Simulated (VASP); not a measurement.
Co: single point with PBEsol

Crystal: Co.

```xyz
2
Lattice="2.4720 0.0000 0.0000 -1.2360 2.1408 0.0000 0.0000 0.0000 4.0211" Properties=species:S:1:pos:R:3 pbc="T T T"
Co    1.2360    0.7136    3.0159
Co    0.0000    1.4272    1.0053
```

- Program: VASP 6.6.1
- Task: single point
- Functional: PBEsol
- Potentials or basis: VASP PAW PBE potentials, release 64 (Co)
- Cutoff: 500 eV
- k mesh: 12 × 12 × 7
- Occupations: gaussian, width 0.1 eV
- Spin: collinear spin, ferromagnetic start
- Starting moments: [2.0, 2.0] μB
- Further INCAR settings: ALGO = Normal; EDIFF = 1e-06; NBANDS = 20

```
Pressure                                              : -6.6 GPa
Band gap on the k mesh                                : none (metal or under the smearing width)
Net moment                                            : 3.19 μB per cell
Site moments                                          : Co +1.60 μB
Valence electrons inside the program's atomic spheres : Co 8.31
```

Stress tensor (GPa, compression positive):
```
-5.61  0.00  0.00
 0.00 -5.61  0.00
 0.00  0.00 -8.51
```

Levels at points of the mesh, in eV from the Fermi level:
Spin up:
```
           k point  band 8  band 9  band 10  band 11  band 12  band 13  band 14  band 15
(0.00, 0.00, 0.00)   -1.89   -1.89    -0.77    -0.77    -0.21     6.42    22.16    24.96
(0.50, 0.00, 0.00)   -0.61   -0.54    -0.46     1.36     3.42     9.76    10.43    12.86
```
Spin down:
| k point | band 5 | band 6 | band 7 | band 8 | band 9 | band 10 |
| --- | --- | --- | --- | --- | --- | --- |
| (0.00, 0.00, 0.00) | -0.99 | -0.62 | -0.62 | -0.19 | -0.16 | -0.16 |
| (0.50, 0.00, 0.00) | -1.13 | -1.08 | -0.66 | 1.23 | 1.33 | 1.39 |

It took 62 s on 1 thread of AMD EPYC 7R43 64-Core Processor (Zen 3) (shared host), peak memory 0.13 GiB.

Caveat: the PAW data sets were made with another functional, which shifts forces and pressure a little.
